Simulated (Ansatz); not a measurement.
Base system: ZnTe in the zinc blende structure (space group F-43m, No. 216; a = 6.115 Å). Axes: x, y, z lie along the cube axes.

All numbers come from r2SCAN (Ansatz, a first-principles code, PAW, no SOC), earlier PAW set.

Strains are applied to the cell and any free atomic positions relax; under biaxial strain the out-of-plane vector relaxes too.

One change was made to it. Results:

```tsv
quantity	base	after
pressure	0.1 kbar	34.0 kbar
energy relative to the base (free energy F)	0 meV/atom	+17 meV/atom
```

Problem. What was done to the base?
A. isotropic strain −1.97 %
B. biaxial strain −0.34 %, plane normal [001], relaxed out of plane
C. uniaxial strain ε_yy = +1.59 %
D. biaxial strain +1.35 %, plane normal [111], relaxed out of plane

Solution. A, isotropic strain −1.97 %. For comparison, the energy relative to the base in the other runs: biaxial strain +1.35 %, plane normal [111], relaxed out of plane gives +3.3 meV/atom; uniaxial strain ε_yy = +1.59 % gives +1.6 meV/atom; biaxial strain −0.34 %, plane normal [001], relaxed out of plane gives +0.1 meV/atom.

Stability against distortions was not tested.
